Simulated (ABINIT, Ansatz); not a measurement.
# SiC (Moissanite 3C): from Born charge to LO-TO splitting

How high does the longitudinal optical mode of SiC (Moissanite 3C) lie, given the transverse one, the Born charge and ε∞?

Calculated with ABINIT 10.8.3; DFT LDA, scalar-relativistic, plane waves, PseudoDojo norm-conserving pseudopotentials.

**1. Set-up**

Symmetry: F-43m, No. 216, cubic system. The conventional cell has a = 4.326 Å, b = 4.326 Å, c = 4.326 Å, α = 90.00°, β = 90.00°, γ = 90.00°. Nearest to Si lie 4 C at 1.87 Å. C has 4 Si at 1.87 Å nearest. Farther neighbours are not listed.

Structure file:

```xyz
2
Lattice="-2.1629 0.0000 2.1629 0.0000 2.1629 2.1629 -2.1629 2.1629 0.0000" Properties=species:S:1:pos:R:3 pbc="T T T"
Si    0.0000    0.0000    0.0000
C    -1.0814    1.0814    1.0814
```

This is the cell after its relaxation at this level of theory, not the database cell from which that began.

**2. What the response run gave**

A linear-response run on the relaxed cell, with the response to an electric field; only its zone-centre results are used. Cutoff 46 Ha, k mesh 12×12×12.

Numbers of over 12 decimals in the logs are rounded to 6 here.

The program printed:

```text
[banners, grids, parts of the stress and lines that vanish by symmetry left out]
- input  file    -> dfpt_gamma.abi
- output file    -> dfpt_gamma.abo
- root for input  files -> dfpt_gammai
[...]
DATASET    1 : space group F-4 3 m (#216); Bravais cF (face-center cubic)
[...]
nfft =       46656          nkpt =         868
[...]
DATASET    2 : space group F-4 3 m (#216); Bravais cF (face-center cubic)
[...]
nfft =       46656          nkpt =         868
[...]
== DATASET  1 ==================================================================
[...]
cutoff_energies: {ecut:  46.0, pawecutdg:  -1.0, }
[...]
-  6.00000   4.00000  180309                  znucl, zion, pspdat
[...]
Perturbation : derivative vs k along direction   1
[...]
-ETOT  1  -13.937709877466     -1.394E+01 3.344E-01 0.000E+00
 ETOT  2  -13.982427529244     -4.472E-02 4.493E-03 0.000E+00
 ETOT  3  -13.982735531744     -3.080E-04 3.134E-05 0.000E+00
 ETOT  4  -13.982738327129     -2.795E-06 3.611E-07 0.000E+00
 ETOT  5  -13.982738355999     -2.887E-08 4.345E-09 0.000E+00
[...]
At SCF step   12   max residual=  9.99E-21 < tolwfr=  1.00E-20 =>converged.
[...]
Perturbation : derivative vs k along direction   2
[...]
-ETOT  1  -13.937719879326     -1.394E+01 3.344E-01 0.000E+00
[...]
At SCF step   12   max residual=  9.97E-21 < tolwfr=  1.00E-20 =>converged.
[...]
Perturbation : derivative vs k along direction   3
[...]
-ETOT  1  -13.937709876859     -1.394E+01 3.344E-01 0.000E+00
[...]
At SCF step   12   max residual=  9.99E-21 < tolwfr=  1.00E-20 =>converged.
[...]
1        1       1.9232308715    0.0000000000
     1        2      -0.9616154357   -0.0000000000
     1        3      -0.9616154358    0.0000000000
     2        1      -0.9616154357   -0.0000000000
     2        2       1.9232308715    0.0000000000
     2        3       0.9616154358    0.0000000000
     3        1      -0.9616154358    0.0000000000
     3        2       0.9616154358    0.0000000000
     3        3       1.9232308715    0.0000000000
[...]
== DATASET  2 ==================================================================
[...]
cutoff_energies: {ecut:  46.0, pawecutdg:  -1.0, }
[...]
Perturbation : displacement of atom   1   along direction   1
[...]
-ETOT  1   6.887884     -4.533E+01 4.328E-01 3.923E+02
[...]
At SCF step    8       vres2   =  9.23E-11 < tolvrs=  1.00E-10 =>converged.
[...]
At SCF step    9       vres2   =  9.08E-13 < tolvrs=  1.00E-10 =>converged.
[...]
-ETOT  1   1.854765     -5.463E+00 1.011E-01 2.792E+03
[...]
ETOT  8   1.321065     -3.560E-12 8.880E-14 8.158E-10
 ETOT  9   1.321065     -4.103E-13 3.127E-15 8.766E-13
 At SCF step    9       vres2   =  8.77E-13 < tolvrs=  1.00E-10 =>converged.
[...]
Dielectric tensor, in cartesian coordinates,
[...]
1    4   1    4         6.8791730642        -0.0000000000
   1    4   2    4         0.0000000000        -0.0000000000
   1    4   3    4         0.0000000000        -0.0000000000
   2    4   1    4         0.0000000000        -0.0000000000
   2    4   2    4         6.8791730642        -0.0000000000
   2    4   3    4        -0.0000000000        -0.0000000000
   3    4   1    4         0.0000000000        -0.0000000000
   3    4   2    4        -0.0000000000        -0.0000000000
   3    4   3    4         6.8791730642        -0.0000000000
  Effective charges, in cartesian coordinates,
[...]
1    1   1    4         2.7218641823         0.0000000000
   2    1   1    4        -0.0000000000         0.0000000000
   3    1   1    4         0.0000000000         0.0000000000
   1    2   1    4        -2.7233860425         0.0000000000
   2    2   1    4        -0.0000000000         0.0000000000
[...]
Effective charges, in cartesian coordinates,
[...]
Rigid-atom elastic tensor , in cartesian coordinates,
[...]
Rigid-atom proper piezoelectric tensor, in cartesian coordinates,
[...]
2    4   2    6         0.0158214259         0.0000000000
   2    4   3    6         0.0000000000         0.0000000000
   3    4   1    5         0.0000000000         0.0000000000
   3    4   2    5         0.0000000000         0.0000000000
   3    4   3    5        -0.0000000000         0.0000000000
   3    4   1    6         0.0000000000         0.0000000000
   3    4   2    6         0.0000000000         0.0000000000
   3    4   3    6         0.0158214260         0.0000000000
  Phonon wavevector (reduced coordinates) :  0.00000  0.00000  0.00000
 Phonon energies in Hartree :
[...]
Phonon frequencies in cm-1    :
-  4.763032E-01  4.763032E-01  4.763035E-01  7.979800E+02  7.979800E+02
-  7.979800E+02
  Phonon at Gamma, with non-analyticity in the
[...]
Phonon energies in Hartree :
[...]
Phonon frequencies in cm-1    :
-  4.763032E-01  4.763032E-01  4.904322E-01  7.979800E+02  7.979800E+02
-  9.738037E+02
  Phonon at Gamma, with non-analyticity in the
[...]
Phonon energies in Hartree :
[...]
Phonon frequencies in cm-1    :
-  4.763032E-01  4.763035E-01  4.904319E-01  7.979800E+02  7.979800E+02
-  9.738037E+02
  Phonon at Gamma, with non-analyticity in the
[...]
Phonon energies in Hartree :
[...]
Phonon frequencies in cm-1    :
-  4.763032E-01  4.763035E-01  4.904319E-01  7.979800E+02  7.979800E+02
-  9.738037E+02
[...]
fcart2     0.0000000000E+00  0.0000000000E+00  0.0000000000E+00
           strten2     0.0000000000E+00  0.0000000000E+00  0.0000000000E+00
================================================================================
```

| quantity | value |
| --- | --- |
| cell volume Ω (Å³) | 20.236 |
| mass of Si (u) | 28.085 |
| mass of C (u) | 12.011 |
| Born charge of Si, raw (e) | 2.722 |
| Born charge of C, raw (e) | -2.723 |
| ε∞ | 6.879 |
| ω(TO) after the sum rule (cm⁻¹) | 798.0 |

**3. The calculation**

The charges must sum to zero over the cell; taking off their mean, -0.001 e, leaves Z* = 2.723 e on Si. In the polar mode Si moves against C, so the reduced mass is μ = 28.09 × 12.01 / 40.10 = 8.413 u.

A longitudinal wave builds up a field that adds to the restoring force: ω(LO)² = ω(TO)² + 4π Z*² / (μ Ω ε∞), in Hartree atomic units. With μ = 15336 electron masses and Ω = 136.56 bohr³ the second term is 6.4659e-06 Ha², or 311458 cm⁻² (1 Ha = 219474.6 cm⁻¹).

So ω(LO) = √(636772 + 311458) = 973.8 cm⁻¹, and by the Lyddane-Sachs-Teller relation ε₀ = ε∞ (ω(LO)/ω(TO))² = 10.24.

**4. Check against the program**

The analysis program adds the same non-analytic term to the full matrix.

The program printed:

```text
[banners, grids, parts of the stress and lines that vanish by symmetry left out]
-outvars_anaddb: echo values of input variables ----------------------

 Flags :
[...]
Dielectric Tensor and Effective Charges
[...]
Effective charge tensors after
[...]
Phonon wavevector (reduced coordinates) :  0.00000  0.00000  0.00000
 Phonon energies in Hartree :
[...]
Phonon energies in meV     :
-  0.000000E+00  0.000000E+00  0.000000E+00  9.893687E+01  9.893687E+01
-  9.893687E+01
 Phonon frequencies in cm-1    :
-  0.000000E+00  0.000000E+00  0.000000E+00  7.979797E+02  7.979797E+02
-  7.979797E+02
 Phonon frequencies in Thz     :
-  0.000000E+00  0.000000E+00  0.000000E+00  2.392283E+01  2.392283E+01
-  2.392283E+01
 Phonon energies in Kelvin  :
-  0.000000E+00  0.000000E+00  0.000000E+00  1.148115E+03  1.148115E+03
-  1.148115E+03
[...]
-  1  0.00000000E+00  0.00000000E+00 -3.69884976E-03
-     0.00000000E+00  0.00000000E+00  0.00000000E+00
-  2  0.00000000E+00  0.00000000E+00 -3.69885048E-03
-     0.00000000E+00  0.00000000E+00  0.00000000E+00
[...]
-  1  0.00000000E+00 -3.69884976E-03  0.00000000E+00
-     0.00000000E+00  0.00000000E+00  0.00000000E+00
-  2  0.00000000E+00 -3.69885048E-03  0.00000000E+00
-     0.00000000E+00  0.00000000E+00  0.00000000E+00
[...]
-  1  3.69884976E-03  0.00000000E+00  0.00000000E+00
-     0.00000000E+00  0.00000000E+00  0.00000000E+00
-  2  3.69885048E-03  0.00000000E+00  0.00000000E+00
-     0.00000000E+00  0.00000000E+00  0.00000000E+00
[...]
-  1  2.46503830E-07  3.27851322E-07  2.41888529E-03
-     0.00000000E+00  0.00000000E+00  0.00000000E+00
-  2 -5.76403461E-07 -7.66619475E-07 -5.65611436E-03
-     0.00000000E+00  0.00000000E+00  0.00000000E+00
[...]
-  1  2.93327356E-07 -2.41888528E-03  3.27821429E-07
-     0.00000000E+00  0.00000000E+00  0.00000000E+00
-  2 -6.85891588E-07  5.65611434E-03 -7.66549575E-07
-     0.00000000E+00  0.00000000E+00  0.00000000E+00
[...]
-  1  2.41888529E-03  2.93293944E-07 -2.46543583E-07
-     0.00000000E+00  0.00000000E+00  0.00000000E+00
-  2 -5.65611437E-03 -6.85813460E-07  5.76496416E-07
-     0.00000000E+00  0.00000000E+00  0.00000000E+00
[...]
-     1         -0.000000    -0.000000     0.000000     0.000000
-     2         -0.000000     0.000000     0.000000     0.000000
-     3         -0.000000    -0.000000     0.000000     0.000000
-     4          0.000364     0.000484     3.573878     3.573878
-     5          0.000433    -3.573878     0.000484     3.573878
-     6          3.573878     0.000433    -0.000364     3.573878
[...]
-   1     Real    0.0000E+00  0.0000E+00  0.0000E+00  0.0000E+00  0.0000E+00  0.0000E+00  0.0000E+00
[...]
-  1  0.00000000E+00  0.00000000E+00 -3.69884976E-03
-     0.00000000E+00  0.00000000E+00  0.00000000E+00
-  2  0.00000000E+00  0.00000000E+00 -3.69885048E-03
-     0.00000000E+00  0.00000000E+00  0.00000000E+00
[...]
Phonon at Gamma, with non-analyticity in the
[...]
Phonon energies in Hartree :
[...]
Phonon energies in meV     :
-  0.000000E+00  0.000000E+00  0.000000E+00  9.893687E+01  9.893687E+01
-  1.207318E+02
 Phonon frequencies in cm-1    :
-  0.000000E+00  0.000000E+00  0.000000E+00  7.979797E+02  7.979797E+02
-  9.737676E+02
 Phonon frequencies in Thz     :
-  0.000000E+00  0.000000E+00  0.000000E+00  2.392283E+01  2.392283E+01
-  2.919282E+01
 Phonon energies in Kelvin  :
-  0.000000E+00  0.000000E+00  0.000000E+00  1.148115E+03  1.148115E+03
-  1.401034E+03
[...]
Phonon at Gamma, with non-analyticity in the
[...]
Phonon energies in Hartree :
[...]
Phonon energies in meV     :
-  0.000000E+00  0.000000E+00  0.000000E+00  9.893687E+01  9.893687E+01
-  1.207318E+02
 Phonon frequencies in cm-1    :
-  0.000000E+00  0.000000E+00  0.000000E+00  7.979797E+02  7.979797E+02
-  9.737676E+02
 Phonon frequencies in Thz     :
-  0.000000E+00  0.000000E+00  0.000000E+00  2.392283E+01  2.392283E+01
-  2.919282E+01
 Phonon energies in Kelvin  :
-  0.000000E+00  0.000000E+00  0.000000E+00  1.148115E+03  1.148115E+03
-  1.401034E+03
[...]
-  1  7.83665916E-06 -3.69878487E-03 -2.04634716E-05
-     0.00000000E+00  0.00000000E+00  0.00000000E+00
-  2  7.83674001E-06 -3.69878552E-03 -2.04633962E-05
-     0.00000000E+00  0.00000000E+00  0.00000000E+00
[...]
-  1  3.69883666E-03  7.80353084E-06  6.01641666E-06
-     0.00000000E+00  0.00000000E+00  0.00000000E+00
-  2  3.69883730E-03  7.80345301E-06  6.01633849E-06
-     0.00000000E+00  0.00000000E+00  0.00000000E+00
[...]
-  1  4.57985329E-04  1.43479524E-03 -1.89278057E-03
-     0.00000000E+00  0.00000000E+00  0.00000000E+00
-  2 -1.07091370E-03 -3.35500240E-03  4.42591610E-03
-     0.00000000E+00  0.00000000E+00  0.00000000E+00
[...]
-  1  1.92117679E-03 -1.35721532E-03 -5.63961463E-04
-     0.00000000E+00  0.00000000E+00  0.00000000E+00
-  2 -4.49231539E-03  3.17359616E-03  1.31871922E-03
-     0.00000000E+00  0.00000000E+00  0.00000000E+00
[...]
Direction                     Dielectric constant
[...]
Elastic Tensor (clamped ion) (unit:10^2GP):
[...]
Elastic Tensor (relaxed ion) (unit:10^2GP):
[...]
Calculation of the tensor related to piezoelectric effetc
[...]
Proper piezoelectric constants (clamped ion) (unit:c/m^2)
[...]
Proper piezoelectric constants (relaxed ion) (unit:c/m^2)
[...]
0.00000000     -0.04222482      0.00000000
     -0.00000000     -0.00000000     -0.04222482
-
```

```
    quantity  by hand  program
ω(LO) (cm⁻¹)    973.8    973.8
          ε₀    10.24    10.24
```

**5. Summary of results**

| Item | Value |
| --- | --- |
| TO mode | 798.0 cm⁻¹ |
| LO mode | 973.8 cm⁻¹ |
| static dielectric constant | 10.24 |

**Reading.** The LO mode of SiC (Moissanite 3C) lies at 974 cm⁻¹, 176 cm⁻¹ above the TO mode; the formula meets the program within 0.1 cm⁻¹, as it must for a cubic crystal with one polar mode. ω(LO)² − ω(TO)² goes with Z*²/ε∞: an error of 5 % in ε∞ would move the LO mode by 7.6 cm⁻¹, and semilocal functionals tend to overestimate ε∞. These are harmonic values at zero temperature, at the volume of this functional, for the structure held cubic; stability elsewhere in the zone is no part of this calculation.

[Host names and launcher messages were left out of these logs when they were recorded.]

[Logs are printed without paths, hosts, clocks, repeated set-up lines and the standing remarks that a program may print on its own settings, such as how far it seeks lower states.]

[Hosts, paths, dates, database ids (printed as entryN), source tags and the programs' standing remarks are cut or masked in the printed files.]
